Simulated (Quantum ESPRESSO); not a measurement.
## SiC (Moissanite 3C): single point with PBE

**Experimental background.**

“Insight into the structural, elastic and electronic properties of a new orthorhombic 6O-SiC polytype”, 2020, pmc:7200658 quotes, for a bulk crystal of SiC: band gap 2.4 eV (indirect).

The system is SiC (Moissanite 3C).

```
CELL_PARAMETERS angstrom
0.00000 2.17900 2.17900
2.17900 0.00000 2.17900
2.17900 2.17900 0.00000
ATOMIC_POSITIONS crystal
Si 0.00000 0.00000 0.00000
C 0.75000 0.75000 0.75000
```

```yaml
Program: Quantum ESPRESSO 7.5
Task: single point
Functional: PBE
Potentials_or_basis: PseudoDojo 0.4 SR PBE stringent
Cutoff: 1116 eV
Density_cutoff: 4463 eV
k_mesh: 6 × 6 × 6
Occupations: fixed
Spin: no spin polarisation
```

```
Band gap on the k mesh, mean-field level : 1.36 eV, indirect (least direct gap 4.55 eV)
```

Levels at points of the mesh, in eV from the valence-band top:
```tsv
k point	band 1	band 2	band 3	band 4	band 5	band 6	band 7	band 8
(0.00, 0.00, 0.00)	-15.41	0.00	0.00	0.00	6.22	7.31	7.31	7.31
(0.00, 0.00, -0.50)	-11.84	-8.54	-1.05	-1.05	5.43	7.24	7.24	10.05
(0.00, -0.50, -0.50)	-10.39	-7.80	-3.19	-3.19	1.36	4.33	14.00	14.00
```

Wall time 34 s on 1 thread of Intel(R) Xeon(R) Platinum 8259CL CPU @ 2.50GHz (Skylake/Cascade Lake), with other jobs on the host, peak memory 0.05 GiB.

Measured gap of SiC: 2.4 eV (indirect; quoted in “Insight into the structural, elastic and electronic properties of a new orthorhombic 6O-SiC polytype”, 2020, pmc:7200658). This calculation gives 1.36 eV (-1.04 eV). The value is that of PBE on a finite k mesh, which can miss the band edges, without temperature or zero-point motion. Semilocal functionals fall short of measured gaps as a rule.
